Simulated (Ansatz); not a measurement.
Crystal: CdS (Hawleyite).

```
Cd S
1.0
     0.00000    2.91650    2.91650
     2.91650    0.00000    2.91650
     2.91650    2.91650    0.00000
Cd S
1 1
Direct
  0.00000 0.00000 0.00000
  0.75000 0.75000 0.75000
```

Base run:

| Item | Value |
| --- | --- |
| Program | Ansatz 0.2.0 |
| Functional | HSE06 |
| Potentials or basis | all-electron PAW datasets made for the crystal |
| Cutoff | 290 eV (chosen from the basis error) |
| k mesh | 6 × 6 × 6 |
| Occupations | fermi-dirac, width 0.05 eV |
| Spin | no spin polarisation |

Its results: band gap on the k mesh 2.17 eV, direct; pressure 1.7 GPa.

Q: The run is repeated on the same cell with these changes: functional from HSE06 to PBE; cutoff from 290 eV (chosen from the basis error) to 260 eV (chosen from the basis error). What comes out?

A: Band gap on the k mesh 1.14 eV, direct; pressure 2.9 GPa.

HSE06 gives the wider gap, since exact exchange removes part of the self-interaction.

The runs don't all hold the same shells in valence.
